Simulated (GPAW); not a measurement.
# Li (Im-3m) in GPAW: a series of runs

Aim: see how the results for Li move with the level of theory and the settings. Levels: PW91+D3(BJ), mBEEF, PBE. Tasks: equation of state, band structure.

All numbers are computed with GPAW 26.7.0; they aren't measurements. Logs are shortened: lines on timing, memory, paths and dates and some standing lists are left out, and cuts for length are marked. The log counts tension as positive stress, the text compression.

## 1. The structure

It takes space group Im-3m (No. 229, cubic). Conventional cell: a = 3.509 Å, b = 3.509 Å, c = 3.509 Å, α = 90.00°, β = 90.00°, γ = 90.00°. Li (site symmetry m-3m) has 8 Li at 3.04 Å as nearest neighbours.

## 2. Equation of state, PW91+D3(BJ)

The input, run.py:

```python
from ase.calculators.mixing import SumCalculator
from ase.eos import EquationOfState
from ase.io import Trajectory
from ase.spacegroup import crystal
from ase.units import GPa
from dftd3.ase import DFTD3
from gpaw import GPAW, PW, setup_paths

setup_paths.insert(0, '.')

# Li 2a
atoms = crystal(['Li'],
                basis=[[0.0, 0.0, 0.0]],
                spacegroup=229, setting=1,  # Im-3m
                cellpar=[3.5093, 3.5093, 3.5093, 90.0, 90.0, 90.0],
                primitive_cell=True)

traj = Trajectory('eos.traj', 'w')
volumes, energies = [], []
for x in [0.94, 0.96, 0.98, 1.0, 1.02, 1.04, 1.06]:
    a = atoms.copy()
    a.set_cell(atoms.cell * x**(1 / 3), scale_atoms=True)
    calc = GPAW(mode=PW(800),
                xc='GGA_X_PW91+GGA_C_PW91',
                kpts={'size': (11, 11, 11), 'gamma': True},
                occupations={'name': 'fermi-dirac', 'width': 0.05},
                nbands=6,
                convergence={'density': 1e-05, 'energy': 1e-05},
                maxiter=150,
                txt=f'eos-{x:.2f}.txt')
    a.calc = SumCalculator([calc, DFTD3(method='pw91', damping='d3bj')])
    energies.append(a.get_potential_energy())
    volumes.append(a.get_volume())
    p = -a.get_stress()[:3].mean() / GPa
    calc.write(f'eos-{x:.2f}.gpw')
    traj.write(a)
    print(f'{x:.2f} {volumes[-1]:10.4f} A^3 {energies[-1]:14.6f} eV {p:9.3f} GPa', flush=True)

v0, e0, B = EquationOfState(volumes, energies, eos='birchmurnaghan').fit()
print(f'V0 = {v0:.4f} A^3, E0 = {e0:.6f} eV, B0 = {B / GPa:.2f} GPa')
```

Potentials or basis: PAW data sets generated in the run's folder for this functional, pw.

Launch:

```bash
$ gpaw-setup -f GGA_X_PW91+GGA_C_PW91 Li
$ OMP_NUM_THREADS=1 python run.py
```

The program printed:

```text
__  _  _
 | _ |_)|_||  |
 |__||  | ||/\| - 26.7.0

Input parameters:
  mode=PW(ecut=800.0),
  convergence={'density': 1e-05, 'energy': 1e-05},
  kpts=MonkhorstPack(size=(11, 11, 11), gamma=True),
  maxiter=150,
  nbands=6,
  occupations=Occupations(name='fermi-dirac', width=0.05),
  xc=XC(name='GGA_X_PW91+GGA_C_PW91')

Diagonalizing LCAO Hamiltonian
Converting LCAO to pw mode

       Li

Atoms  # Å, Bohr magnetons
|   | symbol |        x |        y |        z |    initial magnetic moments |
|---|--------|----------|----------|----------|-----------------------------|
| 0 |     Li | 0.000000 | 0.000000 | 0.000000 | ( 0.0000,  0.0000,  0.0000) |

Unit cell  # Å
| periodic |         x |         y |         z |  lengths |     angles |
|----------|-----------|-----------|-----------|----------|------------|
|      yes | -1.718831 |  1.718831 |  1.718831 | 2.977102 | 109.471221 |
|      yes |  1.718831 | -1.718831 |  1.718831 | 2.977102 | 109.471221 |
|      yes |  1.718831 |  1.718831 | -1.718831 | 2.977102 | 109.471221 |

Number of symmetries: 48
Symmetry operations  # r_c * U_cc + t_c -> r_c
|    | kind |            matrix            |
|----|------|------------------------------|
|  0 |  σ   |  1, 1, 1,  0, 0,-1,  0,-1, 0 |
|  1 |  C4  |  1, 1, 1,  0, 0,-1, -1, 0, 0 |
|  2 |  C2  |  1, 1, 1,  0,-1, 0,  0, 0,-1 |
|  3 |  S6  |  1, 1, 1,  0,-1, 0, -1, 0, 0 |
|  4 |  S6  |  1, 1, 1, -1, 0, 0,  0, 0,-1 |
|  5 |  C4  |  1, 1, 1, -1, 0, 0,  0,-1, 0 |
|  6 |  E   |  1, 0, 0,  0, 1, 0,  0, 0, 1 |
|  7 |  σ   |  1, 0, 0,  0, 1, 0, -1,-1,-1 |
|  8 |  σ   |  1, 0, 0,  0, 0, 1,  0, 1, 0 |
|  9 |  C3  |  1, 0, 0,  0, 0, 1, -1,-1,-1 |
| 10 |  C3  |  1, 0, 0, -1,-1,-1,  0, 1, 0 |
| 11 |  σ   |  1, 0, 0, -1,-1,-1,  0, 0, 1 |
| 12 |  σ   |  0, 1, 0,  1, 0, 0,  0, 0, 1 |
| 13 |  C2  |  0, 1, 0,  1, 0, 0, -1,-1,-1 |
| 14 |  C3  |  0, 1, 0,  0, 0, 1,  1, 0, 0 |
| 15 |  S4  |  0, 1, 0,  0, 0, 1, -1,-1,-1 |
| 16 |  S4  |  0, 1, 0, -1,-1,-1,  1, 0, 0 |
| 17 |  C3  |  0, 1, 0, -1,-1,-1,  0, 0, 1 |
| 18 |  C3  |  0, 0, 1,  1, 0, 0,  0, 1, 0 |
| 19 |  S4  |  0, 0, 1,  1, 0, 0, -1,-1,-1 |
| 20 |  σ   |  0, 0, 1,  0, 1, 0,  1, 0, 0 |
| 21 |  C3  |  0, 0, 1,  0, 1, 0, -1,-1,-1 |
| 22 |  C2  |  0, 0, 1, -1,-1,-1,  1, 0, 0 |
| 23 |  S4  |  0, 0, 1, -1,-1,-1,  0, 1, 0 |
| 24 |  C4  |  0, 0,-1,  1, 1, 1,  0,-1, 0 |
| 25 |  σ   |  0, 0,-1,  1, 1, 1, -1, 0, 0 |
| 26 |  S6  |  0, 0,-1,  0,-1, 0,  1, 1, 1 |
| 27 |  C2  |  0, 0,-1,  0,-1, 0, -1, 0, 0 |
| 28 |  C4  |  0, 0,-1, -1, 0, 0,  1, 1, 1 |
| 29 |  S6  |  0, 0,-1, -1, 0, 0,  0,-1, 0 |
| 30 |  S6  |  0,-1, 0,  1, 1, 1,  0, 0,-1 |
| 31 |  C4  |  0,-1, 0,  1, 1, 1, -1, 0, 0 |
| 32 |  C4  |  0,-1, 0,  0, 0,-1,  1, 1, 1 |
| 33 |  S6  |  0,-1, 0,  0, 0,-1, -1, 0, 0 |
| 34 |  σ   |  0,-1, 0, -1, 0, 0,  1, 1, 1 |
| 35 |  C2  |  0,-1, 0, -1, 0, 0,  0, 0,-1 |
| 36 |  C2  | -1, 0, 0,  1, 1, 1,  0, 0,-1 |
| 37 |  S6  | -1, 0, 0,  1, 1, 1,  0,-1, 0 |
| 38 |  S6  | -1, 0, 0,  0, 0,-1,  1, 1, 1 |
| 39 |  C2  | -1, 0, 0,  0, 0,-1,  0,-1, 0 |
| 40 |  C2  | -1, 0, 0,  0,-1, 0,  1, 1, 1 |
| 41 |  i   | -1, 0, 0,  0,-1, 0,  0, 0,-1 |
| 42 |  S4  | -1,-1,-1,  1, 0, 0,  0, 1, 0 |
| 43 |  C3  | -1,-1,-1,  1, 0, 0,  0, 0, 1 |
| 44 |  C3  | -1,-1,-1,  0, 1, 0,  1, 0, 0 |
| 45 |  σ   | -1,-1,-1,  0, 1, 0,  0, 0, 1 |
| 46 |  S4  | -1,-1,-1,  0, 0, 1,  1, 0, 0 |
| 47 |  C2  | -1,-1,-1,  0, 0, 1,  0, 1, 0 |

BZ-sampling:
  Number of BZ points: 1331
  Number of IBZ points: 56

  Monkhorst-Pack size: [11, 11, 11]
  Monkhorst-Pack shift: [0, 0, 0]

K-points  # in reciprocal-cell coordinates
|     |                                coordinates |     weight |
|-----|--------------------------------------------|------------|
|   0 | (  0.00000000,   0.00000000,   0.00000000) | 0.00075131 |
|   1 | (  0.09090909,   0.00000000,   0.00000000) | 0.00901578 |
|   2 | (  0.09090909,   0.09090909,  -0.09090909) | 0.00450789 |
|   3 | (  0.18181818,   0.00000000,  -0.09090909) | 0.01803156 |
|   4 | (  0.18181818,   0.00000000,   0.00000000) | 0.00901578 |
|   5 | (  0.18181818,   0.09090909,  -0.09090909) | 0.01803156 |
|   6 | (  0.18181818,   0.18181818,  -0.18181818) | 0.00450789 |
|   7 | (  0.27272727,  -0.09090909,  -0.09090909) | 0.00601052 |
|   8 | (  0.27272727,   0.00000000,  -0.09090909) | 0.03606311 |
|   9 | (  0.27272727,   0.00000000,   0.00000000) | 0.00901578 |
| ... |                                            |            |
|  55 | (  0.45454545,   0.45454545,   0.45454545) | 0.00601052 |

Plane wave coefficients: 1055
Cutoff: 800.0 eV

Spin-components: 1 (collinear spins)
Bands:           6
Projectors:      5
Spin-degeneracy: 2
Datatype:        complex128

Parallelization:
  kpt:    1
  domain: 1
  band:   1

Density:
  Valence electrons: 1.0
  Components: 1
  Grid points: [20 20 20]
  Charge: 0.0  # |e|

Potential:
  Grid points: [20 20 20]

species:
  Li:
    name:    Lithium
    Z:       3.0
    valence: 1
    core:    2
    charge:  0.0  # [|e|]
    compensation charges:
      type: gauss
      rc: 0.33  # [Å]
      lmax: 2
    cutoffs:
      filter: 1.91  # [Å]
      core: 2.55  # [Å]
    projectors
    | kind |    occ | energy [eV] | rcut [Å] |
    |------|--------|-------------|----------|
    |   2s |  1.000 |      -2.888 |    1.058 |
    |   2p |  0.000 |      -1.110 |    1.058 |
    |    s |        |      24.323 |    1.058 |
    |    p |        |      26.101 |    1.058 |
    |    d |        |       0.000 |    1.058 |

    Using partial waves for Li as LCAO basis

Reference energy: -203.134026  # eV

eigensolver:
  PPCG
  Converge bands: occupied
  niter=2

density mixing:
  MSR1-Mixer
  Pratt-step length: 0.05
  Maximum mixing coefficient: 0.75
  Old densities: 10
  SVD Regularization: 0.005
  Good broyden scale: 1.0
  Trust region scale: 1.0
  Backstep threshold: 4.0
  History deletion threshold: 6.0
  Fourier metric: weight=20.0, sigma=0.015

occupation numbers:
  Fermi-Dirac:
    width: 0.0500  # eV

poisson solver:
  ecut: 6400.0  # eV

xc functional:
  name: GGA_X_PW91+GGA_C_PW91 with 2 nearest neighbor stencil

convergence criteria:
- Maximum integral of absolute [dens]ity change: 1e-05 electrons / valence electron
- Maximum [total energy] change in last 3 cyles: 1e-05 eV / valence electron
- Maximum integral of absolute [eigenst]ate change: 4e-08 eV^2 / valence electron
maximum number of iterations: 150

SCF iterations
|iter     | |      energy | eigst |  dens |
|---------|-|-------------|-------|-------|
|iter:   1| |   -1.903577 | -0.11 |       |
|iter:   2| |   -1.901284 | -2.70 | -1.26 |
|iter:   3| |   -1.890827 | -2.85 | -1.28 |
|iter:   4| |   -1.890599 | -3.06 | -1.77 |
|iter:   5| |   -1.890607 | -5.25 | -2.56 |
|iter:   6| |   -1.890607c| -7.70c| -3.24 |
|iter:   7| |   -1.890607c| -8.55c| -4.74 |
|iter:   8| |   -1.890607c| -9.19c| -5.25c|

Converged in 8 steps
Energy contributions relative to reference atoms: (reference = -203.134026)

Energy contributions:
  Kinetic:           1.890865
  Coulomb:          -1.629938
  Zero:              0.000234
  External:          0.000000
  Xc:               -2.149911
  Entropy:          -0.003711
  Spinorbit:         0.000000
  ----------------------------
  Free energy:      -1.892462
  Extrapolated:     -1.890607

dipole moment: (-0.986728, -0.986728, -0.986728)  # |e|*Ang

Fermi level: 0.364
Eigenvalues  # (at kpt = [0.000, 0.000, 0.000])
| band index |      eig [eV] | occ [0-2] |
|------------|---------------|-----------|
|          0 |        -3.228 |     2.000 |
|          1 |        14.939 |     0.000 |
|          2 |        14.939 |     0.000 |
|          3 |        14.939 |     0.000 |
|          4 |        19.703 |     0.000 |
|          5 |        19.705 |     0.000 |

No gap
No difference between direct/indirect transitions

Stress tensor  # eV/Ang^3
|         x |         y |         z |
|-----------|-----------|-----------|
| -0.000333 | -0.000000 | -0.000000 |
| -0.000000 | -0.000333 |  0.000000 |
| -0.000000 |  0.000000 | -0.000333 |

# Writing to eos-0.94.gpw (mode='')
```

It took 38 s on 1 thread of Arm Neoverse V1, shared host; peak memory 0.19 GiB.

What came out:

```
Equilibrium volume : 18.98 Å³/atom (rough: see the caveat)
Bulk modulus       : 14.9 GPa (rough)
```

Energy against volume, from the lowest point:
```
volume (Å³/atom)  energy (meV/atom)
          20.312               0.00
          20.744               2.78
          21.177               6.18
          21.609              10.16
          22.041              14.64
          22.473              19.60
          22.905              24.99
```

Caveat: the minimum lies outside the volumes run.

## 3. Band structure, mBEEF

The input, run.py:

```python
from ase.dft.bandgap import bandgap
from ase.io import read, write
from ase.units import GPa
from gpaw import GPAW, PW

atoms = read('POSCAR')

calc = GPAW(mode=PW(800),
            xc='mBEEF',
            kpts={'size': (11, 11, 11), 'gamma': True},
            occupations={'name': 'fermi-dirac', 'width': 0.05},
            nbands=6,
            convergence={'density': 1e-05, 'energy': 1e-05},
            maxiter=150,
            txt='gpaw.txt')
atoms.calc = calc
energy = atoms.get_potential_energy()
forces = atoms.get_forces()
stress = atoms.get_stress()
calc.write('gs.gpw')
write('result.traj', atoms)
print(f'Energy: {energy:.6f} eV')
print('Forces (eV/A):')
print(forces.round(4))
print('Stress (GPa):', (stress / GPa).round(3))
print('Fermi level:', round(calc.get_fermi_level(), 4), 'eV')
print(f'Gap: {bandgap(calc)[0]:.4f} eV, direct: {bandgap(calc, direct=True)[0]:.4f} eV')

path = atoms.cell.bandpath('GHNGPH,PN', npoints=80, eps=1e-4)
bs_calc = calc.fixed_density(kpts=path, symmetry='off', nbands=13,
                             convergence={'bands': 'CBM+6.0', 'eigenstates': 1e-6}, txt='bands.txt')
bs = bs_calc.band_structure()
bs.write('bs.json')
print(f'Gap on the path: {bandgap(bs_calc)[0]:.4f} eV')
```

The input, POSCAR:

```
Li
1.0
   -1.7546500000      1.7546500000      1.7546500000
    1.7546500000     -1.7546500000      1.7546500000
    1.7546500000      1.7546500000     -1.7546500000
Li
1
Direct
    0.0000000000      0.0000000000      0.0000000000
```

Potentials or basis: GPAW PAW data sets (gpaw-data 1.2.1), pw.

Launch:

```bash
$ OMP_NUM_THREADS=1 python run.py
```

gpaw.txt:

```text
__  _  _
 | _ |_)|_||  |
 |__||  | ||/\| - 26.7.0

Input parameters:
  mode=PW(ecut=800.0),
  convergence={'density': 1e-05, 'energy': 1e-05},
  kpts=MonkhorstPack(size=(11, 11, 11), gamma=True),
  maxiter=150,
  nbands=6,
  occupations=Occupations(name='fermi-dirac', width=0.05),
  xc=XC(name='mBEEF')

Diagonalizing LCAO Hamiltonian
Converting LCAO to pw mode

       Li

Atoms  # Å, Bohr magnetons
|   | symbol |        x |        y |        z |    initial magnetic moments |
|---|--------|----------|----------|----------|-----------------------------|
| 0 |     Li | 0.000000 | 0.000000 | 0.000000 | ( 0.0000,  0.0000,  0.0000) |

Unit cell  # Å
| periodic |         x |         y |         z |  lengths |     angles |
|----------|-----------|-----------|-----------|----------|------------|
|      yes | -1.754650 |  1.754650 |  1.754650 | 3.039143 | 109.471221 |
|      yes |  1.754650 | -1.754650 |  1.754650 | 3.039143 | 109.471221 |
|      yes |  1.754650 |  1.754650 | -1.754650 | 3.039143 | 109.471221 |

Number of symmetries: 48
Symmetry operations  # r_c * U_cc + t_c -> r_c
|    | kind |            matrix            |
[... 166 lines left out ...]
|iter:  10| |   -4.612760c| -7.86c| -4.52 |
|iter:  11| |   -4.612760c| -8.31c| -4.82 |
|iter:  12| |   -4.612760c| -8.48c| -5.37c|

Converged in 12 steps
Energy contributions relative to reference atoms: (reference = -202.787820)

Energy contributions:
  Kinetic:           1.461153
  Coulomb:          -1.314765
  Zero:             -0.007118
  External:          0.000000
  Xc:               -4.750262
  Entropy:          -0.003536
  Spinorbit:         0.000000
  ----------------------------
  Free energy:      -4.614528
  Extrapolated:     -4.612760

dipole moment: (-1.009089, -1.009089, -1.009089)  # |e|*Ang

Fermi level: 0.012
Eigenvalues  # (at kpt = [0.000, 0.000, 0.000])
| band index |      eig [eV] | occ [0-2] |
|------------|---------------|-----------|
|          0 |        -3.801 |     2.000 |
|          1 |        14.996 |     0.000 |
|          2 |        14.996 |     0.000 |
|          3 |        14.996 |     0.000 |
|          4 |        20.216 |     0.000 |
|          5 |        20.236 |     0.000 |

No gap
No difference between direct/indirect transitions

Forces  # eV/Ang
|       x |       y |        z |
|---------|---------|----------|
| 0.00000 | 0.00000 | -0.00000 |  # Li   0

Stress tensor  # eV/Ang^3
|         x |         y |         z |
|-----------|-----------|-----------|
|  0.007784 | -0.000000 | -0.000000 |
| -0.000000 |  0.007784 |  0.000000 |
| -0.000000 |  0.000000 |  0.007784 |

# Writing to gs.gpw (mode='')
```

Wall time 31 s (1 thread of Arm Neoverse V1, shared host); peak memory 0.17 GiB.

Results:

```
Free energy             : -4.6145 eV
Pressure                : -1.2 GPa
Band gap along the path : none (metal or under the smearing width)
```

Levels at the corners of the path, in eV from the Fermi level:
```
point  band 1  band 2  band 3
    Γ   -3.81   14.98   14.98
    H    5.91    5.91    5.91
    N    0.26    3.30   10.83
    Γ   -3.81   14.98   14.98
    P    3.51    3.51    3.51
    H    5.91    5.91    5.91
    P    3.51    3.51    3.51
    N    0.26    3.30   10.83
```

Caveat: the PAW data sets were made with another functional, which shifts forces and pressure a little.

[end of part 1 of 2]
